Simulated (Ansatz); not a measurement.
HfC:

```
Hf C
1.0
     0.00000    2.32500    2.32500
     2.32500    0.00000    2.32500
     2.32500    2.32500    0.00000
Hf C
1 1
Direct
  0.50000 0.50000 0.50000
  0.00000 0.00000 0.00000
```

```yaml
Program: Ansatz 0.2.0
Task: relaxation of cell and atoms
Functional: BLYP
Potentials_or_basis: Ansatz PAW
Cutoff: "420 eV (not typed: the program's choice for these potentials)"
k_mesh: 10 × 10 × 10
Occupations: fermi-dirac, width 0.05 eV
Spin: no spin polarisation
```

At the start: volume 12.57 Å³/atom.

Task: How do energy, volume and symmetry change on relaxing?

Result: It ends after 7 steps and the volume is 12.98 Å³/atom (+3.3 %); space group Fm-3m (No. 225, to 0.05 Å).

The path:
```csv
step,energy change (eV),largest force (eV/Å),volume (Å³)
1,0.0000,0.0000,25.14
2,-0.0067,0.0000,26.57
3,-0.0173,0.0000,25.98
4,-0.0174,0.0000,25.95
5,-0.0188,0.0000,25.95
6,-0.0188,0.0000,25.96
7,-0.0189,0.0000,25.96
```

Final structure:
```cif
data_structure
_symmetry_space_group_name_H-M 'P 1'
_symmetry_Int_Tables_number 1
_cell_length_a 3.3236
_cell_length_b 3.3236
_cell_length_c 3.3236
_cell_angle_alpha 60.000
_cell_angle_beta 60.000
_cell_angle_gamma 60.000
_cell_volume 25.96
loop_
_atom_site_label
_atom_site_type_symbol
_atom_site_fract_x
_atom_site_fract_y
_atom_site_fract_z
_atom_site_occupancy
Hf1 Hf 0.50000 0.50000 0.50000 1
C1 C 0.00000 0.00000 0.00000 1
```

Caveat: the plane-wave basis is chosen anew once the cell has moved, so the energies of steps on either side of that aren't comparable; the PAW data sets come from PBE, with cores solved anew for the run's functional, which leaves a small shift of forces and pressure.
